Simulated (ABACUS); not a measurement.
## BN under changes of volume

One of the cells (5.959 Å³/atom); the others are scaled copies at fixed shape and fractional positions:

```
N B
1.0
     0.00000    1.81300    1.81300
     1.81300    0.00000    1.81300
     1.81300    1.81300    0.00000
N B
1 1
Direct
  0.25000 0.25000 0.25000
  0.00000 0.00000 0.00000
```

The cell is a database's computed one.

* Program: ABACUS 3.10.1
* Functional: PBE
* Potentials or basis: PseudoDojo NC SR 0.4.1 PBE standard
* Cutoff: 1143 eV
* Density cutoff: 4572 eV
* Basis: plane waves
* k mesh: 13 × 13 × 13
* Occupations: fermi-dirac, width 0.05 eV
* Spin: no spin polarisation

| volume (Å³/atom) | energy over the lowest point (meV/atom) | pressure (GPa) | gap on the mesh (eV) |
| --- | --- | --- | --- |
| 5.602 | ? | ? | ? |
| 5.721 | 10.51 | 15.4 | 4.65 |
| 5.840 | 2.24 | 6.9 | 4.62 |
| 5.959 | 0.00 | -0.8 | 4.60 |
| 6.078 | 3.24 | -7.8 | 4.57 |
| 6.198 | 11.48 | -14.2 | 4.54 |
| 6.317 | 24.26 | -20.1 | 4.52 |

Problem. What does the run at 5.602 Å³/atom give?

Solution. Energy over the lowest point 25.40 meV/atom; pressure 24.7 GPa; gap on the mesh 4.68 eV.

Worked out: A Birch-Murnaghan fit of order 3 (a polynomial in V^(-2/3)) to the other rows has its minimum at 5.95 Å³/atom with B0 = V·E''(V) = 371 GPa and B' = 3.7. It gives 25.38 meV/atom at 5.602 Å³/atom, against the run's 25.40, and -dE/dV = 24.8 GPa, against 24.7. A straight line through the other rows of the gap, of slope -1.33 eV per unit of ln V, extrapolates to 4.68 eV, against the run's 4.68.

Energies are extrapolated to zero smearing.

Caveats: an odd mesh through Γ misses points on the zone boundary, where band edges often lie.
